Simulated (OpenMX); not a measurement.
Runs of OpenMX 3.8.5 on SrO. The structure is cubic, space group Fm-3m (No. 225). Conventional cell: a = 5.133 Å, b = 5.133 Å, c = 5.133 Å, α = 90.00°, β = 90.00°, γ = 90.00°. Sr (site symmetry m-3m) is surrounded by 6 O at 2.57 Å. Around O (site symmetry m-3m) lie 6 Sr at 2.57 Å. 

```tsv
task	level	potentials or basis	max SCF cycles	grid points, held for all volumes	gap on the mesh (eV)	pressure (GPa)	V0 of scaled cells (Å³/atom)	B0 (GPa)
band structure	PBE	OpenMX 2013 PBE set, Sr10.0-s3p2d2, O6.0-s2p2d1, grid cutoff 400 Ry	100	-	(b)	3.0	-	-
equation of state	PBE	OpenMX 2013 PBE set, Sr10.0-s3p2d2, O6.0-s2p2d1, fixed grid of 32 × 32 × 32 points	-	32 × 32 × 32	-	-	17.46	87
equation of state	LDA	OpenMX 2013 LDA set, Sr10.0-s3p2d2, O6.0-s2p2d1, fixed grid of 36 × 36 × 36 points	-	36 × 36 × 36	-	-	(c)	107
equation of state	PBE	OpenMX 2013 PBE set, Sr10.0-s3p2d2, O6.0-s2p2d1, fixed grid of 36 × 36 × 36 points	-	36 × 36 × 36	-	-	(a)	87
band structure	PBE	OpenMX 2013 PBE set, Sr10.0-s2p2d1, O6.0-s2p2, grid cutoff 400 Ry	100	-	2.99	3.4	-	-
```

Alike in all rows: no spin polarisation; cell as given; k mesh 9 × 9 × 9; smearing fermi-dirac 0.05 eV.

Q: Fill in the values left out.

A: (a) 17.45; (b) 2.92; (c) 16.22.

Caveats: the basis of atomic orbitals isn't converged, which shifts pressures, moduli and gaps; volumes in these bases differ from converged ones by about 1 %, for some elements by several (some runs).

A k mesh can miss the band edges, and the runs leave out spin-orbit coupling on Sr.

Not every run made on this cell is shown here.
